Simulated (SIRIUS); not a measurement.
# Mo (Im-3m) in SIRIUS: reference runs

How does Mo come out in PBEsol? The cell is run as given and disturbed.

All numbers are computed with SIRIUS, more than one build; they aren't measurements. Logs are shortened: lines on timing, memory, paths and dates and some standing lists are left out, and cuts for length are marked. The log counts tension as positive stress, the text compression.

### Step 1. The crystal as given

Symmetry: Im-3m, No. 229, cubic system. Conventional cell: a = 3.168 Å, b = 3.168 Å, c = 3.168 Å, α = 90.00°, β = 90.00°, γ = 90.00°. Mo (site symmetry m-3m) has 8 Mo at 2.74 Å as nearest neighbours.

### Step 2. Single point, PBEsol

Contents of sirius.json:

```json
{
  "control": {
    "processing_unit": "cpu",
    "verbosity": 2,
    "num_bands_to_print": 14,
    "print_forces": true,
    "print_stress": true
  },
  "parameters": {
    "electronic_structure_method": "pseudopotential",
    "xc_functionals": ["XC_GGA_X_PBE_SOL", "XC_GGA_C_PBE_SOL"],
    "gk_cutoff": 9.0,
    "pw_cutoff": 18.0,
    "ngridk": [12, 12, 12],
    "shiftk": [0, 0, 0],
    "smearing": "fermi_dirac",
    "smearing_width": 0.0018374661,
    "num_bands": 14,
    "num_mag_dims": 0,
    "num_dft_iter": 100,
    "energy_tol": 1e-08,
    "density_tol": 1e-06
  },
  "iterative_solver": {
    "type": "davidson",
    "min_tolerance": 1e-10
  },
  "mixer": {
    "type": "anderson",
    "beta": 0.7,
    "max_history": 8
  },
  "settings": {
    "tol_ne": 1e-10,
    "pseudo_grid_cutoff": 6.5
  },
  "unit_cell": {
    "lattice_vectors": [
      [-0.57735026919, 0.57735026919, 0.57735026919],
      [0.57735026919, -0.57735026919, 0.57735026919],
      [0.57735026919, 0.57735026919, -0.57735026919]
    ],
    "lattice_vectors_scale": 5.1839677754,
    "atom_coordinate_units": "lattice",
    "atom_types": ["Mo"],
    "atom_files": {
      "Mo": "Mo.json"
    },
    "atoms": {
      "Mo": [
        [0.0, 0.0, 0.0]
      ]
    }
  }
}
```

Potentials or basis: PseudoDojo 0.4.1 PBEsol standard (scalar relativistic).

Launch:

```sh
upf_to_json Mo.upf
OMP_NUM_THREADS=1 sirius.scf --input=sirius.json --output=out.json --task=0
```

Standard output:

```text
[info] SIRIUS version : 7.12.0
[info] number of MPI ranks           : 1
[info] MPI grid                      : 1 1
[info] maximum number of OMP threads : 1
[fft] FFT context for density and potential
[fft] =====================================
[fft]   comm size                             : 1
[fft]   plane wave cutoff                     : 18
[fft]   grid size                             : 32 32 32   total : 32768
[fft]   grid limits                           : -15 16   -15 16   -15 16
[fft]   number of G-vectors within the cutoff : 5321
[fft]   local number of G-vectors             : 5321
[fft]   number of G-shells                    : 300
[fft] FFT context for coarse grid
[fft] =====================================
[fft]   comm size                             : 1
[fft]   plane wave cutoff                     : 18
[fft]   grid size                             : 32 32 32   total : 32768
[fft]   grid limits                           : -15 16   -15 16   -15 16
[fft]   number of G-vectors within the cutoff : 5321
[fft]   local number of G-vectors             : 5321
[fft]   number of G-shells                    : 300
[unit cell] lattice vectors
[unit cell]   a1 :      -2.9929651906      2.9929651906      2.9929651906
[unit cell]   a2 :       2.9929651906     -2.9929651906      2.9929651906
[unit cell]   a3 :       2.9929651906      2.9929651906     -2.9929651906
[unit cell] reciprocal lattice vectors
[unit cell]   b1 :       0.0000000000      1.0496589347      1.0496589347
[unit cell]   b2 :       1.0496589347      0.0000000000      1.0496589347
[unit cell]   b3 :       1.0496589347      1.0496589347      0.0000000000
[unit cell] unit cell volume :       107.24202078 [a.u.^3]
[unit cell] 1/sqrt(omega)    :         0.09656450
[unit cell] MT volume        :         0.00000000 ( 0.00%)
[unit cell] IT volume        :       107.24202078 (100.00%)
[unit cell] number of atom types : 1
[unit cell] type id : 0 symbol : Mo mt_radius :  16.390000 num_atoms : 1
[unit cell] total number of atoms : 1
[unit cell] number of symmetry classes : 1
[unit cell] number of PAW atoms : 0
[unit cell] atom id  type id  class id             position                      vector_field
[unit cell] ------------------------------------------------------------------------------------------
[unit cell]      0        0        0      0.00000   0.00000   0.00000      0.00000   0.00000   0.00000
[unit cell] atom id         position (Cartesian, a.u.)
[unit cell] ---------------------------------------------
[unit cell]      0       0.000000    0.000000    0.000000
[unit cell] class id : 0 atom id : 0
[unit cell] minimum bond length:     5.183968
[unit cell] total number of pseudo wave-functions: 10
[sym] space group number   : 229
[sym] international symbol : Im-3m
[sym] Hall symbol          : -I 4 2 3
[sym] space group transformation matrix :
[sym]  -0.5000  0.5000  0.5000
[sym]   0.5000 -0.5000  0.5000
[sym]   0.5000  0.5000 -0.5000
[sym] space group origin shift :
[sym]   0.0000  0.0000  0.0000
[sym] number of space group operations  : 48
[sym] number of magnetic group operations : 48
[sym] metric tensor error: 7.1054e-15
[sym] rotation matrix error: 0.0000e+00
[sym] symmetry operations
[... list of symmetry operations ...]
[atom type] label          : Mo
[atom type] --------------------------------------------------------------------------------
[atom type] symbol         : Mo
[atom type] name           :
[atom type] zn             : 14
[atom type] mass           : 0
[atom type] mt_radius      : 16.39
[atom type] num_mt_points  : 1640
[atom type] grid_origin    : 0
[atom type] grid_name      : external
[atom type] number of core electrons    : 0
[atom type] number of valence electrons : 14
[atom type] total number of radial functions : 6
[atom type] lmax of radial functions         : 2
[... 12 lines left out ...]
[atom type] spin-orbit coupling              : false
[atom type] atomic wave-functions            : {l: 0}, {l: 1}, {l: 2}, {l: 0}
[info] total nuclear charge               : 14
[info]   number of core electrons         : 0
[info]   number of valence electrons      : 14
[info]   total number of electrons        : 14
[info]   extra charge                     : 0
[info] number of bands                    : 14
[info] number of spins                    : 1
[info] number of magnetic dimensions      : 0
[info] number of spinor components        : 1
[info] number of spinors per band index   : 1
[... 120 lines left out ...]
[find] smearing (-TS)                 :      -0.00009287
[find] SCF correction                 :       0.19298997
[find] Total energy                   :     -70.27515239 (Ha),    -140.55030479 (Ry)
[find] Free energy (E-TS)             :     -70.27524527 (Ha),    -140.55049053 (Ry)
[find] band gap (eV)                  :       0.00000000
[find] Efermi                         :       0.75670667
[find] iteration : 1, RMS (target) : 4.6899e-02 (1.0000e-06) , energy difference (target) : -1.3518e-02 (1.0000e-08)
[find] | SCF iteration   2 out of 100|
[diagonalize] iterative solver tolerance (occupied, empty): 0.0025 0.0025
[diagonalize] average number of iterations: 1.29167
[... levels, occupations and energy terms ...]
[find] Total energy                   :     -70.27613462 (Ha),    -140.55226925 (Ry)
[find] Free energy (E-TS)             :     -70.27622609 (Ha),    -140.55245219 (Ry)
[find] band gap (eV)                  :       0.00000000
[find] Efermi                         :       0.76478607
[find] iteration : 2, RMS (target) : 1.1171e-02 (1.0000e-06) , energy difference (target) : -9.8223e-04 (1.0000e-08)
[find] | SCF iteration   3 out of 100|
[diagonalize] iterative solver tolerance (occupied, empty): 0.00111708 0.00111708
[diagonalize] average number of iterations: 1.27778
[find] Total energy                   :     -70.27616075 (Ha),    -140.55232150 (Ry)
[find] Free energy (E-TS)             :     -70.27625238 (Ha),    -140.55250476 (Ry)
[find] band gap (eV)                  :       0.00000000
[find] Efermi                         :       0.76358802
[find] iteration : 3, RMS (target) : 1.0630e-03 (1.0000e-06) , energy difference (target) : -2.6124e-05 (1.0000e-08)
[find] | SCF iteration   4 out of 100|
[diagonalize] iterative solver tolerance (occupied, empty): 0.000106297 0.000106297
[diagonalize] average number of iterations: 2.63889
[find] Total energy                   :     -70.27616258 (Ha),    -140.55232516 (Ry)
[... 28 lines left out ...]
[find] | SCF iteration   8 out of 100|
[diagonalize] iterative solver tolerance (occupied, empty): 3.80024e-07 3.80024e-07
[diagonalize] average number of iterations: 1.45833
[find] Total energy                   :     -70.27616294 (Ha),    -140.55232588 (Ry)
[find] Free energy (E-TS)             :     -70.27625456 (Ha),    -140.55250912 (Ry)
[find] band gap (eV)                  :       0.00000000
[find] Efermi                         :       0.76363293
[find] iteration : 8, RMS (target) : 1.6627e-06 (1.0000e-06) , energy difference (target) : -9.9044e-10 (1.0000e-08)
[find] bands are converged : true
[find] iterative solver converged : false
[find] +------------------------------+
[find] | SCF iteration   9 out of 100|
[find] +------------------------------+
[diagonalize] iterative solver tolerance (occupied, empty): 1.66274e-07 1.66274e-07
[diagonalize] average number of iterations: 1.33333
[diagonalize] Lowest band energies
[diagonalize] ik:    0   -1.483675   -0.503124   -0.503124   -0.503124    0.500110    0.716631    0.716631    0.716631    0.824846    0.824846    1.312283    1.312283    1.312283    1.724122
[diagonalize] ik:    1   -1.483075   -0.506640   -0.504212   -0.503149    0.511088    0.710515    0.715482    0.727018    0.816402    0.825077    1.319979    1.330714    1.332418    1.651147
[diagonalize] ik:    2   -1.481425   -0.516065   -0.507158   -0.503218    0.540188    0.694949    0.710004    0.757198    0.804543    0.826568    1.330183    1.367229    1.382696    1.578053
[diagonalize] ik:    3   -1.479150   -0.528546   -0.511117   -0.503315    0.572243    0.675875    0.708534    0.803974    0.806109    0.830741    1.309051    1.353381    1.460375    1.577101
[diagonalize] ik:    4   -1.476850   -0.540617   -0.515005   -0.503414    0.582540    0.658756    0.738188    0.817756    0.837732    0.860671    1.261313    1.285527    1.523589    1.553500
[diagonalize] ...
[diagonalize] ik:   67   -1.469707   -0.540993   -0.532661   -0.529028    0.592847    0.603668    0.803166    0.820071    0.916016    1.072624    1.131157    1.202998    1.456863    1.484406
[diagonalize] ik:   68   -1.469330   -0.539007   -0.535730   -0.529967    0.588899    0.594174    0.808550    0.862478    0.898925    1.071815    1.155886    1.161291    1.470172    1.493261
[diagonalize] ik:   69   -1.468966   -0.537113   -0.534739   -0.534739    0.581001    0.587432    0.860044    0.860044    0.891490    1.038718    1.167019    1.167019    1.453475    1.503828
[diagonalize] ik:   70   -1.468516   -0.538135   -0.535904   -0.534942    0.575902    0.577988    0.871724    0.878881    0.911230    1.089181    1.107658    1.132009    1.490769    1.503794
[diagonalize] ik:   71   -1.468078   -0.537080   -0.537080   -0.537080    0.569242    0.569242    0.909506    0.909506    0.909506    1.093352    1.093352    1.093352    1.472652    1.515295
[find] Charges and magnetic moments
[find] --------------------------------------------------------------------------------
[find] total charge          : 14.000000
[find] Energy
[find] --------------------------------------------------------------------------------
[find] valence_eval_sum               :      -2.13555318
[find] <rho|V^{XC}>                   :     -10.64819720
[find] <rho|E^{XC}>                   :     -10.23331741
[find] <mag|B^{XC}>                   :       0.00000000
[find] <rho|V^{H}>                    :      17.94993085
[find] one-electron contribution      :      -9.43728684 (Ha),     -18.87457368 (Ry)
[find] hartree contribution           :       8.97496543
[find] xc contribution                :     -10.23331741
[find] ewald contribution             :     -59.58052556
[find] PAW contribution               :       0.00000000
[find] smearing (-TS)                 :      -0.00009162
[find] SCF correction                 :       0.00000144
[find] Total energy                   :     -70.27616294 (Ha),    -140.55232588 (Ry)
[find] Free energy (E-TS)             :     -70.27625456 (Ha),    -140.55250912 (Ry)
[find] band gap (eV)                  :       0.00000000
[find] Efermi                         :       0.76363277
[find] iteration : 9, RMS (target) : 2.8520e-07 (1.0000e-06) , energy difference (target) : -1.1958e-10 (1.0000e-08)
[find] bands are converged : true
[find] iterative solver converged : false
[find] converged after 10 SCF iterations!
[find] Charges and magnetic moments
[find] --------------------------------------------------------------------------------
[find] total charge          : 14.000000
[find] Energy
[find] --------------------------------------------------------------------------------
[find] valence_eval_sum               :      -2.13555318
[find] <rho|V^{XC}>                   :     -10.64819720
[find] <rho|E^{XC}>                   :     -10.23331741
[find] <mag|B^{XC}>                   :       0.00000000
[find] <rho|V^{H}>                    :      17.94993085
[find] one-electron contribution      :      -9.43728684 (Ha),     -18.87457368 (Ry)
[find] hartree contribution           :       8.97496543
[find] xc contribution                :     -10.23331741
[find] ewald contribution             :     -59.58052556
[find] PAW contribution               :       0.00000000
[find] smearing (-TS)                 :      -0.00009162
[find] SCF correction                 :       0.00000144
[find] Total energy                   :     -70.27616294 (Ha),    -140.55232588 (Ry)
[find] Free energy (E-TS)             :     -70.27625456 (Ha),    -140.55250912 (Ry)
[find] band gap (eV)                  :       0.00000000
[find] Efermi                         :       0.76363277
[ground_state] === stress tensor components [kbar] ===
[ground_state] === stress_kin ===
[ground_state] -40563.481028    0.000000    0.000000
[ground_state]     0.000000-40563.481028   -0.000000
[ground_state]     0.000000   -0.000000-40563.481028
[ground_state] === stress_har ===
[ground_state] -8207.372530    0.000000   -0.000000
[ground_state]     0.000000-8207.372530    0.000000
[ground_state]    -0.000000    0.000000-8207.372530
[ground_state] === stress_ewald ===
[ground_state] 54484.841503    0.000000    0.000000
[ground_state]     0.00000054484.841503    0.000000
[ground_state]     0.000000    0.00000054484.841503
[ground_state] === stress_vloc ===
[ground_state] 18036.960510    0.000000   -0.000000
[ground_state]     0.00000018036.960510    0.000000
[ground_state]    -0.000000    0.00000018036.960510
[ground_state] === stress_xc ===
[ground_state]  1217.907538    0.000000    0.000000
[ground_state]     0.000000 1217.907538    0.000000
[ground_state]     0.000000    0.000000 1217.907538
[ground_state] === stress_core ===
[ground_state]  7025.520602    0.000000    0.000000
[ground_state]     0.000000 7025.520602    0.000000
[ground_state]     0.000000    0.000000 7025.520602
[ground_state] === stress_nonloc ===
[ground_state] -31900.837781    0.000000   -0.000000
[ground_state]     0.000000-31900.837781    0.000000
[ground_state]    -0.000000    0.000000-31900.837781
[ground_state] === stress_us_nl ===
[ground_state] -31900.837781    0.000000   -0.000000
[ground_state]     0.000000-31900.837781    0.000000
[ground_state]    -0.000000    0.000000-31900.837781
[ground_state] === stress_total ===
[ground_state]    93.538813    0.000000   -0.000000
[ground_state]     0.000000   93.538813   -0.000000
[ground_state]    -0.000000   -0.000000   93.538813
[ground_state] ==== total Forces in Ha/bohr =====
[ground_state] atom:    0, force:       0.0000000      0.0000000      0.0000000
[... 8 lines left out ...]
[ground_state] ==== Ewald forces from ions =====
[ground_state] atom:    0, force:       0.0000000      0.0000000      0.0000000
[~DFT_ground_state] local op. applied: 22493
[~DFT_ground_state] evp. work count: 6742.99
[~DFT_ground_state] number of iterative solver steps: 1440
```

Wall time 15 s (1 thread of Intel Xeon Platinum 8259CL at 2.50GHz (Skylake/Cascade Lake), shared host); peak memory 0.2 GiB.

What came out:

| Property | Result |
| --- | --- |
| Free energy | -1912.3143 eV |
| Pressure | -9.4 GPa |
| Band gap on the k mesh | none (metal or under the smearing width) |

### Step 3. Single point, PBEsol (cell strained at random at fixed volume)

Changes to sirius.json since step 2:

```diff
@@ -38,7 +38,6 @@
     "lattice_vectors": [
-      [-0.57735026919, 0.57735026919, 0.57735026919],
-      [0.57735026919, -0.57735026919, 0.57735026919],
-      [0.57735026919, 0.57735026919, -0.57735026919]
+      [-3.012958546116, 3.007113623212, 2.99433907461],
+      [3.046967947181, -2.915960793865, 2.937193756601],
+      [3.03601131511, 2.939011673133, -2.903184355536]
     ],
-    "lattice_vectors_scale": 5.1839677754,
     "atom_coordinate_units": "lattice",
@@ -50,3 +49,3 @@
       "Mo": [
-        [0.0, 0.0, 0.0]
+        [-0.004893, -0.028505, -0.027978]
       ]
```

Potentials or basis: PseudoDojo 0.4.1 PBEsol standard (scalar relativistic).

Launch:

```sh
upf_to_json Mo.upf
OMP_NUM_THREADS=1 sirius.scf --input=sirius.json --output=out.json --task=0
```

Standard output:

```text
[info] SIRIUS version : 7.12.0
[info] number of MPI ranks           : 1
[info] MPI grid                      : 1 1
[info] maximum number of OMP threads : 1
[fft] FFT context for density and potential
[fft] =====================================
[fft]   comm size                             : 1
[fft]   plane wave cutoff                     : 18
[fft]   grid size                             : 32 32 32   total : 32768
[fft]   grid limits                           : -15 16   -15 16   -15 16
[fft]   number of G-vectors within the cutoff : 5274
[fft]   local number of G-vectors             : 5274
[fft]   number of G-shells                    : 5274
[fft] FFT context for coarse grid
[fft] =====================================
[fft]   comm size                             : 1
[fft]   plane wave cutoff                     : 18
[fft]   grid size                             : 32 32 32   total : 32768
[fft]   grid limits                           : -15 16   -15 16   -15 16
[fft]   number of G-vectors within the cutoff : 5274
[fft]   local number of G-vectors             : 5274
[fft]   number of G-shells                    : 5274
[unit cell] lattice vectors
[unit cell]   a1 :      -3.0129585461      3.0071136232      2.9943390746
[... 310 lines left out ...]
[find] valence_eval_sum               :      -2.13531811
[find] <rho|V^{XC}>                   :     -10.64878198
[find] <rho|E^{XC}>                   :     -10.23375619
[find] <mag|B^{XC}>                   :       0.00000000
[find] <rho|V^{H}>                    :      17.96370863
[find] one-electron contribution      :      -9.45024475 (Ha),     -18.90048950 (Ry)
[find] hartree contribution           :       8.98185431
[find] xc contribution                :     -10.23375619
[find] ewald contribution             :     -59.57356896
[find] PAW contribution               :       0.00000000
[find] smearing (-TS)                 :      -0.00009072
[find] SCF correction                 :       0.00000172
[find] Total energy                   :     -70.27571387 (Ha),    -140.55142774 (Ry)
[find] Free energy (E-TS)             :     -70.27580459 (Ha),    -140.55160918 (Ry)
[find] band gap (eV)                  :       0.00000000
[find] Efermi                         :       0.76398448
[ground_state] === stress tensor components [kbar] ===
[ground_state] === stress_kin ===
[ground_state] -40490.688747    9.651242   11.902401
[ground_state]     9.651242-40599.572297   23.830784
[ground_state]    11.902401   23.830784-40613.128399
[ground_state] === stress_har ===
[ground_state] -8161.515330   98.939674  153.887781
[ground_state]    98.939674-8232.760605  390.701974
[ground_state]   153.887781  390.701974-8246.740624
[ground_state] === stress_ewald ===
[ground_state] 54555.139459  231.238407  364.790853
[ground_state]   231.23840754452.621116  945.797299
[ground_state]   364.790853  945.79729954427.678033
[ground_state] === stress_vloc ===
[ground_state] 17896.235185 -327.900034 -512.272336
[ground_state]  -327.90003418106.104703-1312.096027
[ground_state]  -512.272336-1312.09602718149.813008
[ground_state] === stress_xc ===
[ground_state]  1218.463269    0.253986    0.385041
[ground_state]     0.253986 1218.210592    1.008402
[ground_state]     0.385041    1.008402 1218.168161
[ground_state] === stress_core ===
[ground_state]  7025.363339    0.124763    0.207519
[ground_state]     0.124763 7025.616083    0.625121
[ground_state]     0.207519    0.625121 7025.653581
[ground_state] === stress_nonloc ===
[ground_state] -31899.218563   -4.276575   -6.727459
[ground_state]    -4.276575-31900.998537  -18.980477
[ground_state]    -6.727459  -18.980477-31901.221952
[ground_state] === stress_us_nl ===
[ground_state] -31899.218563   -4.276575   -6.727459
[ground_state]    -4.276575-31900.998537  -18.980477
[ground_state]    -6.727459  -18.980477-31901.221952
[ground_state] === stress_total ===
[ground_state]   143.778613    8.031464   12.173800
[ground_state]     8.031464   69.221055   30.887074
[ground_state]    12.173800   30.887074   60.221807
[ground_state] ==== total Forces in Ha/bohr =====
[ground_state] atom:    0, force:       0.0000000      0.0000000      0.0000000
[... 8 lines left out ...]
[ground_state] ==== Ewald forces from ions =====
[ground_state] atom:    0, force:       0.0000000      0.0000000      0.0000000
[~DFT_ground_state] local op. applied: 271765
[~DFT_ground_state] evp. work count: 81720.4
[~DFT_ground_state] number of iterative solver steps: 17296
```

Run time: 2.3 min. Hardware: 1 thread of Intel Xeon Platinum 8259CL at 2.50GHz (Skylake/Cascade Lake), shared host; peak memory 1.6 GiB.

Results:

```
Free energy            : -1912.3021 eV
Pressure               : -9.1 GPa
Band gap on the k mesh : none (metal or under the smearing width)
```

(Part 1 of 2 ends here.)
